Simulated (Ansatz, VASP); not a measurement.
# One calculation of Be2C, two programs

```
CELL_PARAMETERS angstrom
0.00000 2.16500 2.16500
2.16500 0.00000 2.16500
2.16500 2.16500 0.00000
ATOMIC_POSITIONS crystal
Be 0.25000 0.25000 0.25000
Be 0.75000 0.75000 0.75000
C 0.00000 0.00000 0.00000
```

Alike in both runs: task single point; functional PBE; k mesh 7 × 7 × 7; no spin polarisation.

```csv
,VASP,Ansatz
version,VASP 6.6.1,Ansatz 0.2.0
potentials or method,"VASP PAW PBE potentials, release 64 (Be, C)","plane waves, PAW"
plane-wave cutoff (eV),520,420
occupations,"gaussian, width 0.01 eV",fixed
valence electrons in the cell,8,8
```

Ansatz gave:

```
gap on the k mesh at the Fermi level (eV) : 1.41
pressure (GPa)                            : -0.2
```

Problem. Estimate VASP's values.

Solution. gap on the k mesh at the Fermi level (eV): 1.39; pressure (GPa): 0.1.

Caveats: an odd mesh through Γ misses points on the zone boundary, where band edges often lie. Expect the measured gap to be larger: semilocal functionals such as PBE lack the derivative discontinuity.
